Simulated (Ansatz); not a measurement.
# AlCo: the cost of one run

Computed with Ansatz 0.2.0 (DFT PBEsol, scalar-relativistic, plane waves, PAW, unless a step's input says otherwise).

2 further runs of the same task are left out: 2 set aside as unsound or not needed.

### Step 1. Starting point

It takes space group Pm-3m (No. 221, cubic). Conventional cell: a = 2.823 Å, b = 2.823 Å, c = 2.823 Å, α = 90.00°, β = 90.00°, γ = 90.00°. Around Al (site symmetry m-3m) lie 8 Co at 2.44 Å. Co (site symmetry m-3m) is surrounded by 8 Al at 2.44 Å.

Coordinates:

```
CELL_PARAMETERS angstrom
2.82259 0.00000 0.00000
0.00000 2.82259 0.00000
0.00000 0.00000 2.82259
ATOMIC_POSITIONS crystal
Al 0.00000 0.00000 0.00000
Co 0.50000 0.50000 0.50000
```

It goes back to an entry of the Materials Project.

It is the result of an earlier relaxation at this level (volume 11.24 Å³/atom; gap on the mesh: none (metal)).

### Step 2. Next: the [001] wire, 8 host atoms a period

The wire is cut from the relaxed crystal, periodic along c with vacuum across. Atoms and period relax; energies count from the bulk, -2809.3872 eV an atom.

The cell holds 4 Al, 4 Co: a = 13.200 Å, b = 13.500 Å, c = 2.823 Å, α = 90.00°, β = 90.00°, γ = 90.00°.

### Step 3. Relaxation

Pressure and volume refer to the whole cell with its vacuum; only the period along c may change.

input.yaml

```yaml
crystal:
  lattice:
    - [13.2, 0.0, 0.0]
    - [0.0, 13.5, 0.0]
    - [0.0, 0.0, 2.8225855362]
  atoms:
    - { symbol: Al, position: [0.3396258218, 0.3431896924, 0.0] }
    - { symbol: Al, position: [0.3396258218, 0.5522701025, 0.0] }
    - { symbol: Al, position: [0.5534580594, 0.3431896924, 0.0] }
    - { symbol: Al, position: [0.5534580594, 0.5522701025, 0.0] }
    - { symbol: Co, position: [0.4465419406, 0.4477298975, 0.5] }
    - { symbol: Co, position: [0.4465419406, 0.6568103076, 0.5] }
    - { symbol: Co, position: [0.6603741782, 0.4477298975, 0.5] }
    - { symbol: Co, position: [0.6603741782, 0.6568103076, 0.5] }
basis:
  ecutwfc: 420
kpoints:
  mp_grid: { grid: [1, 1, 19] }
hamiltonian:
  xc: pbesol
scf:
  occupations: { method: gaussian, width: 0.05 }
output:
  forces: true
  stress: true
  eigenvalues: true
  populations: true
  write_density: true
  write_potential: true
  elf: true
  volumetric_format: npy
relax:
  adjacent_minimum: "off"
  f_tol: 0.02
  max_steps: 45
  cell: { fix: [a, b, alpha, beta, gamma], stress_tol: 0.03 }
```

Run with:

```bash
$ ansatz run input.yaml --threads 4 --pin off --max-ram 11264MiB --backend cpu --events-out ev --progress --plain --runs-dir out
```

Q: Estimate wall time and peak memory on 4 threads of Intel Xeon Platinum 8259CL at 2.50GHz (Skylake/Cascade Lake), shared host.

About 2.3 min, with a peak of 1 GiB.
